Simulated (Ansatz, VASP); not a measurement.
## One calculation of HfN, two programs

File INCAR:

```
SYSTEM = HfN
AGGAC    = 1.0          
AGGAX    = 1.0          
ALDAC    = 0.0          
ALDAX    = 1.0          
ALGO     = Normal         ! electronic algorithm
EDIFF    = 1E-6           ! SCF threshold, eV
EDIFFG   = -0.02          ! ionic threshold
ENCUT    = 600            ! plane-wave cutoff, eV
GGA      = B5             ! functional
IBRION   = 2              ! ionic algorithm
ISIF     = 3              ! what is computed and relaxed
ISMEAR   = 1              ! smearing method
IVDW     = 12             ! dispersion correction
LASPH    = .True.         ! aspherical terms in the spheres
LCHARG   = .False.        ! write CHGCAR
LREAL    = .False.        ! projectors in reciprocal space
LWAVE    = .False.        ! write WAVECAR
NELM     = 100            ! most SCF steps
NSW      = 80             ! ionic steps
PREC     = Accurate       ! precision mode
SIGMA    = 0.05           ! smearing width, eV
VDW_A1   = 0.4298       
VDW_A2   = 4.2359       
VDW_S6   = 1.0          
VDW_S8   = 2.6996
```

Contents of KPOINTS:

```
k-points
0
Gamma
  9 9 5
  0 0 0
```

Contents of POSCAR:

```
HfN
1.0
    3.1339080000      0.0000000000      0.0000000000
   -1.5669540000      2.7140439411      0.0000000000
    0.0000000000      0.0000000000      5.4167680000
Hf N
2 2
Direct
    0.6666666667      0.3333333333      0.7500000000
    0.3333333333      0.6666666667      0.2500000000
    0.0000000000      0.0000000000      0.0000000000
    0.0000000000      0.0000000000      0.5000000000
```

Input for Ansatz:

```yaml
crystal:
  lattice:
    a: 3.133908
    b: 3.133908
    c: 5.416768
    alpha: 90.0
    beta: 90.0
    gamma: 120.0
  atoms:
    - { symbol: Hf, position: [0.6666666666666666, 0.3333333333333333, 0.75] }
    - { symbol: Hf, position: [0.3333333333333333, 0.6666666666666666, 0.25] }
    - { symbol: "N", position: [0.0, 0.0, 0.0] }
    - { symbol: "N", position: [0.0, 0.0, 0.5] }
basis:
  ecutwfc: 420.0
kpoints:
  mp_grid:
    grid: [9, 9, 5]
hamiltonian:
  xc: blyp
  dispersion: d3bj
scf:
  occupations:
    method: cold
    width: 0.05
relax:
  f_tol: 0.02
  cell: {}
```

The cell comes from a database or a generator and needn't be the stable form of this composition.

Alike in both runs: task relaxation of cell and atoms; functional BLYP; dispersion D3(BJ); k mesh 9 × 9 × 5; no spin polarisation.

|  | VASP | Ansatz |
| --- | --- | --- |
| version | VASP 6.6.1 | Ansatz 0.2.0 |
| potentials or method | VASP PAW PBE potentials, release 64 (Hf_pv, N) | plane waves, PAW |
| plane-wave cutoff (eV) | 600 | 420 |
| occupations | methfessel-paxton of order 1, width 0.05 eV | cold, width 0.05 eV |
| valence electrons in the cell | 30 | 62 |

|  | VASP | Ansatz | Ansatz less VASP |
| --- | --- | --- | --- |
| relaxed volume (Å³/atom) | 11.51 | 11.57 | +0.066 |
| relaxed cell length with the largest relative difference (Å) | 3.128 | 3.134 | +0.0062 |

The two sets of potentials don't hold the same shells in valence.

Caveats: the PAW data sets were made with another functional, which shifts forces and pressure a little (VASP); pairwise dispersion overbinds metals, which lowers pressure and volume. The runs have no spin-orbit coupling, so splittings on Hf are missing.
